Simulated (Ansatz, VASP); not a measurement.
**HfO2 in VASP and in Ansatz**

POSCAR

```
HfO2
1.0
    0.1329453398      2.6256704617      2.6256704617
    2.6256704617      0.1329453398      2.6256704617
    2.6256704617      2.6256704617      0.1329453398
Hf O
1 2
Direct
    0.0000000000      0.0000000000      0.0000000000
    0.2500000000      0.2500000000      0.2500000000
    0.7500000000      0.7500000000      0.7500000000
```

The input INCAR.step1:

```
PREC = Accurate
ENCUT = 520
ISMEAR = 0
SIGMA = 0.05
LREAL = False
LASPH = True
NELM = 100
NBANDS = 18
GGA = PE
ALGO = Normal
EDIFF = 1E-4
LWAVE = True
LCHARG = False
```

INCAR.step2

```
PREC = Accurate
ENCUT = 520
EDIFF = 1E-6
ISMEAR = 0
SIGMA = 0.05
LREAL = False
LASPH = True
NELM = 100
ALGO = Normal
ISIF = 2
LWAVE = False
LCHARG = False
METAGGA = R2SCAN
LMIXTAU = True
NBANDS = 18
ISTART = 1
```

File KPOINTS:

```
regular mesh
0
Gamma
  8 8 8
```

Input for Ansatz:

```yaml
crystal:
  lattice:
    - [0.1329453398, 2.6256704617, 2.6256704617]
    - [2.6256704617, 0.1329453398, 2.6256704617]
    - [2.6256704617, 2.6256704617, 0.1329453398]
  atoms:
    - { symbol: Hf, position: [0.0, 0.0, 0.0] }
    - { symbol: O, position: [0.25, 0.25, 0.25] }
    - { symbol: O, position: [0.75, 0.75, 0.75] }
basis:
  ecutwfc: 500
kpoints:
  mp_grid: { grid: [8, 8, 8] }
hamiltonian:
  xc: r2scan
scf:
  occupations: { method: gaussian, width: 0.05 }
output:
  forces: true
  stress: true
  eigenvalues: true
```

Alike in both runs: task single point; functional r2SCAN; k mesh 8 × 8 × 8; occupations gaussian, width 0.05 eV; no spin polarisation.

```csv
,VASP,Ansatz
version,VASP 6.6.1,Ansatz 0.2.0
potentials or method,"VASP PAW PBE potentials, release 64 (Hf_pv, O)","scalar-relativistic, plane waves, PAW"
plane-wave cutoff (eV),520,500
valence electrons in the cell,22,38
```

|  | VASP | Ansatz | Ansatz less VASP |
| --- | --- | --- | --- |
| gap on the k mesh at the Fermi level (eV) | 4.28 | 4.27 | -0.009 |
| least direct gap on the mesh (eV) | 4.28 | 4.27 | -0.009 |
| pressure (GPa) | -10.4 | -6.8 | +3.55 |
| largest component of the traceless stress (GPa) | 2.93 | 3.22 | +0.288 |
| rms of the force components (eV/Å) | 0.126 | 0.156 | +0.0298 |

Atom by atom the forces differ by 0.030 eV/Å (rms over components). With one functional, cell and mesh, what is left measures potentials, basis and numerics. The two sets of potentials don't hold the same shells in valence.

Caveats: the PAW data sets were made with another functional, which shifts forces and pressure a little (VASP); spin-orbit coupling is left out, which moves the levels of the heavy elements. A k mesh can miss the band edges. r2SCAN opens gaps a little over a GGA but as a rule still falls short of measured ones.
